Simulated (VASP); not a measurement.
# CO2 (P1) in VASP: single point with LDA

Aim: the single point of CO2 with LDA.

Program: VASP 6.6.1. These are calculated values, not measurements. Logs are shortened: lines on timing, memory, paths and dates and some standing lists are left out, and cuts for length are marked.

## 1. Starting point

The typed cell holds 6 atoms: a = 3.488 Å, b = 3.522 Å, c = 7.008 Å, α = 89.43°, β = 87.46°, γ = 84.81°.

The cell comes from a database or a generator and needn't be the stable form of this composition.

## 2. Single point, LDA

The input, INCAR:

```
SYSTEM = CO2
ALGO = Normal ; EDIFF = 1E-6
ENCUT = 520 ; ISIF = 2
ISMEAR = 0 ; LASPH = .True.
LCHARG = .False. ; LREAL = .False.
LWAVE = .False. ; NBANDS = 25
NELM = 100 ; PREC = Accurate
SIGMA = 0.01
```

The input, KPOINTS:

```
k-points
0
Gamma
  4 4 2
  0 0 0
```

The input, POSCAR:

```
CO2
1.0
    2.5760000000     -2.3505500000      0.0805500000
    2.5995900000      2.3765900000      0.0184000000
    0.1236400000     -0.0857500000      7.0067200000
C O
2 4
Direct
    0.0287499994      0.0011700003      0.0233600000
    0.4888299998      0.5249499992      0.4995499996
    0.7875600004      0.1933800009      0.8874100007
    0.1702099993      0.8101599998      0.1051999995
    0.7014999994      0.3010300004      0.4080199998
    0.3246699995      0.6804500008      0.6132399998
```

Potentials or basis: VASP PAW LDA potentials, release 64 (C, O).

Command:

```console
cat potpaw_LDA.64/C/POTCAR potpaw_LDA.64/O/POTCAR > POTCAR
mpirun -np 1 vasp_std > vasp.out
```

OUTCAR:

```text
SYSTEM = CO2
   EDIFF = 1E-6
   ENCUT = 520
   ISIF = 2
   ISMEAR = 0
   LASPH = .True.
   LREAL = .False.
   NELM = 100
   PREC = Accurate

 ion  position               nearest neighbor table
   1  0.029  0.001  0.023-   4 0.99   3 1.42
   2  0.489  0.525  0.500-   6 1.08   5 1.20
   3  0.788  0.193  0.887-   1 1.42
   4  0.170  0.810  0.105-   1 0.99
   5  0.701  0.301  0.408-   2 1.20
   6  0.325  0.680  0.613-   2 1.08

 -----------------------------------------------------------------------------
|                                                                             |
|           W    W    AA    RRRRR   N    N  II  N    N   GGGG   !!!           |
|           W    W   A  A   R    R  NN   N  II  NN   N  G    G  !!!           |
|           W    W  A    A  R    R  N N  N  II  N N  N  G       !!!           |
|           W WW W  AAAAAA  RRRRR   N  N N  II  N  N N  G  GGG   !            |
|           WW  WW  A    A  R   R   N   NN  II  N   NN  G    G                |
|           W    W  A    A  R    R  N    N  II  N    N   GGGG   !!!           |
|                                                                             |
|     The distance between some ions is very small. Please check the          |
|     nearest-neighbor list in the OUTCAR file.                               |
|     I HOPE YOU KNOW WHAT YOU ARE DOING!                                     |
|                                                                             |
 -----------------------------------------------------------------------------

  Warning from LATTYP: Got some problem with cell dimensions!
  Tried to take original basis but could not verify dimensions!
  LATTYP: Found a triclinic cell.
 ALAT       =     3.5222701140
 B/A-ratio  =     2.2179372333
 C/A-ratio  =     0.9903195112
 COS(alpha) =     0.0010012669
 COS(beta)  =     0.0904856241
 COS(gamma) =     0.4419095414

  Lattice vectors:

 A1 = (  -2.5995900000,  -2.3765900000,  -0.0184000000)
 A2 = (  -2.4759500000,  -2.4623400000,   6.9883200000)
 A3 = (  -2.5760000000,   2.3505500000,  -0.0805500000)

Analysis of symmetry for initial positions (statically):
=====================================================================
 Subroutine PRICEL returns:
 Original cell was already a primitive cell.

 Routine SETGRP: Setting up the symmetry group for a
 triclinic supercell.

 Subroutine GETGRP returns: Found  1 space group operations
 (whereof  1 operations were pure point group operations)
 out of a pool of  2 trial point group operations.

The static configuration has the point symmetry C_1 .

Analysis of symmetry for dynamics (positions and initial velocities):
=====================================================================
 Subroutine PRICEL returns:
 Original cell was already a primitive cell.
[... 123 lines left out ...]
   NUPDOWN=      -1.0000    fix difference up-down
   EMIN   =  10.00;   EMAX   =-10.00  energy-range for DOS
   EFERMI =   0.00;   METHOD = LEGACY
   ISMEAR =     0;   SIGMA  =   0.01  broadening in eV -4-tet -1-fermi 0-gaus
   EFERMI_NEDOS =   21; number of points for ismear=-14 and -15
   IALGO  =     38    algorithm
   IMIX   =      4    mixing-type and parameters
     AMIX     =   0.40;   BMIX     =  1.00
     AMIX_MAG =   1.60;   BMIX_MAG =  1.00
  volume/ion in A,a.u.               =      14.28        96.35
  Fermi-wavevector in a.u.,A,eV,Ry     =   1.179017  2.228018 18.913188  1.390080
  Thomas-Fermi vector in A             =   2.315335
   LORBIT       =      0    0 simple, 1 ext, 2 COOP (PROOUT), +10 PAW based schemes
   GGA     = CA    functional components
   LHFCALC =     F    Hartree Fock is set to
   AEXX    =    0.0000 exact exchange contribution
   IVDW    =     0    specifies the selected vdW correction
   LEPSILON=     F    determine dielectric tensor
   LRPA    =     F    only Hartree local field effects (RPA)
 non-spin polarized calculation
 Gauss-broadening in eV      SIGMA  =   0.01
  energy-cutoff  :      520.00
  volume of cell :       85.67
 maximum number of plane-waves:      2326
 NGX is ok and might be reduce to    28
   NGX = 13   NGY = 13   NGZ = 27

 number of electron      32.0000001 magnetization

 Free energy of the ion-electron system (eV)
  ---------------------------------------------------
  ext. energy  EPLUGINS =         0.00000000
  ---------------------------------------------------
  free energy    TOTEN  =       -45.05111400 eV

  energy without entropy =      -45.05111400  energy(sigma->0) =      -45.05111400

 E-fermi :  -2.4880     XC(G=0):  -8.6839

 val. band max:       -2.6022748183   @ k =   0.5000  -0.0000   0.0000
 cond. band min:       1.7475132394   @ k =   0.0000   0.0000   0.0000
 fundamental gap:      4.3497880577
 Fermi energy:        -2.4879880885

 k-point     1 :       0.0000    0.0000    0.0000
  band No.  band energies     occupation
      1     -27.2992      2.00000
      2     -25.0792      2.00000
      3     -22.6246      2.00000
      4     -19.4363      2.00000
      5      -9.4651      2.00000
      6      -9.1132      2.00000
[... 549 lines left out ...]
     24       9.4280      0.00000
     25       9.8537      0.00000

------------------------ aborting loop because EDIFF is reached ----------------------------------------

  FORCE on cell =-STRESS in cart. coord.  units (eV):
  Direction    XX          YY          ZZ          XY          YZ          ZX
  --------------------------------------------------------------------------------------
  -------------------------------------------------------------------------------------
  Total       -0.7212509     16.6189946      9.2181843      3.9021240     -2.9904690     -3.3188293
  in kB      -13.4890761    310.8140241    172.4015813     72.9788339    -55.9287559    -62.0698603
  external PRESSURE =     156.5755098 kB  Pullay stress =       0.0000000 kB

 VOLUME and BASIS-vectors are now :
 -----------------------------------------------------------------------------
  energy-cutoff  :      520.00
  volume of cell :       85.67
      direct lattice vectors                 reciprocal lattice vectors
     2.576000000 -2.350550000  0.080550000     0.194399638 -0.212593827 -0.006032137
     2.599590000  2.376590000  0.018400000     0.192170782  0.210574703 -0.000813964
     0.123640000 -0.085750000  7.006720000    -0.002739489  0.001891022  0.142791615

 POSITION                                       TOTAL-FORCE (eV/Angst)
 -----------------------------------------------------------------------------------
      0.07999     -0.06680      0.16601         1.766301     31.269283    -25.460762
      2.68565      0.05574      3.54924        -0.365415    -10.301485     -6.983546
      2.64118     -1.46771      6.28483         1.395160     -6.271263      6.596372
      2.55755      1.51631      0.76572        -3.161049    -24.912380     18.878161
      2.64007     -0.96847      2.92093         0.251750      1.893220     -0.124760
      2.68106      0.80141      4.33547         0.113253      8.322624      7.094536
 -----------------------------------------------------------------------------------
    total drift:                                0.000293     -0.000497     -0.001903

  FREE ENERGIE OF THE ION-ELECTRON SYSTEM (eV)
  ---------------------------------------------------
  free  energy   TOTEN  =       -45.0511139967 eV

  energy  without entropy=      -45.0511139967  energy(sigma->0) =      -45.05111400
```

Run time: 34 s. Hardware: 1 thread of Intel Xeon Platinum 8488C (Sapphire Rapids), shared host; peak memory 0.16 GiB.

What came out:

```
Free energy            : -45.0511 eV
Pressure               : 15.7 GPa
Largest force          : 40.363 eV/Å
Band gap on the k mesh : 4.35 eV, indirect (least direct gap 4.41 eV)
```

Forces in eV/Å, atoms in the order of the input:
```
C     1.766  31.269 -25.461
C    -0.365 -10.301  -6.984
O     1.395  -6.271   6.596
O    -3.161 -24.912  18.878
O     0.252   1.893  -0.125
O     0.113   8.323   7.095
```

Levels at points of the mesh, in eV from the valence-band top:
| k point | band 12 | band 13 | band 14 | band 15 | band 16 | band 17 | band 18 | band 19 | band 20 | band 21 |
| --- | --- | --- | --- | --- | --- | --- | --- | --- | --- | --- |
| (0.00, 0.00, 0.00) | -4.35 | -1.63 | -1.57 | -0.24 | -0.06 | 4.35 | 5.53 | 6.63 | 7.03 | 7.91 |
| (0.50, 0.00, 0.00) | -4.60 | -1.61 | -1.20 | -0.25 | 0.00 | 5.27 | 6.08 | 7.59 | 7.83 | 8.57 |
| (0.00, 0.50, 0.00) | -4.41 | -1.51 | -1.17 | -0.28 | -0.02 | 5.87 | 6.25 | 6.70 | 7.62 | 8.46 |
| (0.50, 0.50, 0.00) | -4.52 | -1.54 | -1.31 | -0.28 | -0.22 | 6.29 | 6.59 | 7.61 | 8.29 | 9.11 |
| (0.00, 0.00, 0.50) | -4.44 | -1.62 | -1.55 | -0.27 | -0.07 | 4.60 | 5.45 | 6.80 | 6.91 | 7.61 |
| (0.50, 0.00, 0.50) | -4.65 | -1.62 | -1.21 | -0.25 | 0.00 | 5.32 | 6.09 | 7.67 | 7.72 | 8.67 |
| (0.00, 0.50, 0.50) | -4.41 | -1.52 | -1.18 | -0.28 | -0.03 | 5.89 | 6.28 | 6.71 | 7.61 | 8.51 |
| (0.50, 0.50, 0.50) | -4.58 | -1.48 | -1.26 | -0.37 | -0.26 | 6.26 | 6.82 | 7.50 | 8.29 | 9.09 |

Caveat: the k mesh is coarse (spacing up to 0.45 Å⁻¹), so the values aren't converged; the standard files for N, O and F lose accuracy on very short bonds; so large a pressure means that the cell lies far from this level's equilibrium, or that cutoff or potentials fall short; forces of over 1 eV/Å show positions far from the minimum, so gaps and moduli don't describe the material at rest. A k mesh can miss the band edges.
